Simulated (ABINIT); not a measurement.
## Cost and result for the electronic dielectric constant of InP

```cif
data_structure
_symmetry_space_group_name_H-M 'F-43m'
_symmetry_Int_Tables_number 216
_cell_length_a 5.8610
_cell_length_b 5.8610
_cell_length_c 5.8610
_cell_angle_alpha 90.000
_cell_angle_beta 90.000
_cell_angle_gamma 90.000
_cell_volume 201.33
loop_
_atom_site_label
_atom_site_type_symbol
_atom_site_symmetry_multiplicity
_atom_site_Wyckoff_symbol
_atom_site_fract_x
_atom_site_fract_y
_atom_site_fract_z
_atom_site_occupancy
In1 In 4 a 0.00000 0.00000 0.00000 1
P1 P 4 c 0.25000 0.25000 0.25000 1
```

```csv
rung,level,program and potentials,cutoff (eV),k mesh,smearing,core time,chip,electronic dielectric constant,notes
LDA,LDA,"ABINIT, PseudoDojo NC SR LDA v0.4.1 standard",844,"4 × 4 × 4, 4 shifts",fixed,9.1 min,Arm Neoverse V2,12.60,9 valence electrons an atom on average
GGA,PBEsol,"ABINIT, PseudoDojo NC SR PBEsol v0.4.1 standard",844,"4 × 4 × 4, 4 shifts",fixed,14 min,Intel Xeon,12.03,9 valence electrons an atom on average
GGA,PBE,"ABINIT, PseudoDojo NC SR PBE v0.4 stringent",1007,"4 × 4 × 4, 4 shifts",fixed,17 min,Arm Neoverse V1,11.44,13 valence electrons an atom on average
GGA,PBE,"ABINIT, PseudoDojo NC SR PBE v0.4.1 standard",952,"4 × 4 × 4, 4 shifts",fixed,17 min,Arm Neoverse V1,11.47,9 valence electrons an atom on average
GGA,PBEsol,"ABINIT, PseudoDojo NC SR PBEsol v0.4 stringent",1007,"4 × 4 × 4, 4 shifts",fixed,18 min,Arm Neoverse V1,12.00,13 valence electrons an atom on average
```

Times are single runs on shared hosts and different chips, so they are rough; meshes, cutoffs and the tasks' sizes weigh on the time. Task: dielectric tensor. All rows: no spin polarisation. Smearing widths are in eV. The cell comes from a database and isn't always the measured one. All levels ran on this one cell, unrelaxed unless noted. Meshes are those of the run's cell of 2 atoms unless a note names another. Misses use the values as printed. Runs on faulty files, with rough fits or with known faults for this quantity aren't shown. No row holds spin-orbit coupling.

Measured: 9.61 at 300 K (a printed reference work).

Question: Which of the timed runs is the cheapest that comes within 8 % of the measured electronic dielectric constant?

Answer: None of them does; the nearest misses by +19.0 %. The runs are for a static lattice, while measurements hold temperature and zero-point motion.
